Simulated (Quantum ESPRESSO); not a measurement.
## Rh in Quantum ESPRESSO: the effect of functional

Rh:

```
Rh
1.0
     0.00000    1.89785    1.89785
     1.89785    0.00000    1.89785
     1.89785    1.89785    0.00000
Rh
1
Cartesian
  0.0000 0.0000 0.0000
```

Alike in all runs:

* Program: Quantum ESPRESSO 7.5
* Task: phonon dispersion
* Cutoff: 612 eV
* Density cutoff: 4898 eV
* k mesh: 12 × 12 × 12
* Occupations: cold, width 0.2 eV
* Spin: no spin polarisation

Each run relaxes the cell or the atoms first.

```csv
functional,potentials or basis,relaxed volume (Å³/atom),highest phonon frequency (cm⁻¹)
LDA,GBRV 1.5 LDA,?,?
PBE,GBRV 1.5 PBE,14.05,239
PBEsol,GBRV 1.5 PBEsol,13.52,255
```

Problem. What does the run with functional LDA give?

Solution. Relaxed volume 13.26 Å³/atom; highest phonon frequency 263 cm⁻¹.
